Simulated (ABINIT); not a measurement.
Crystal: CuI (Marshite).

```
CELL_PARAMETERS angstrom
0.00000 3.03150 3.03150
3.03150 0.00000 3.03150
3.03150 3.03150 0.00000
ATOMIC_POSITIONS crystal
I 0.00000 0.00000 0.00000
Cu 0.75000 0.75000 0.75000
```

Base run:

* Program: ABINIT 10.8.3 (patched build)
* Functional: RPBE
* Potentials or basis: JTH PAW PBE v2.0
* Cutoff: 707 eV
* k mesh: 8 × 8 × 8
* Occupations: fermi-dirac, width 0.05 eV
* Spin: no spin polarisation

Its results: band gap on the k mesh 1.25 eV, direct; pressure 2.7 GPa.

Q: After a change of settings the same cell gave: band gap on the k mesh 0.99 eV, direct; pressure -2.8 GPa. Which change was it?
A. functional from RPBE to WC
B. functional from RPBE to SOGGA
C. functional from RPBE to BLYP
D. functional from RPBE to revPBE

A: B.

SOGGA binds more tightly than RPBE, so the same cell stands under less pressure.

Caveats: the PAW data sets were made with another functional, which shifts forces and pressure a little; spin-orbit coupling is left out, which moves the levels of the heavy elements.

Not every run made on this cell is shown here.
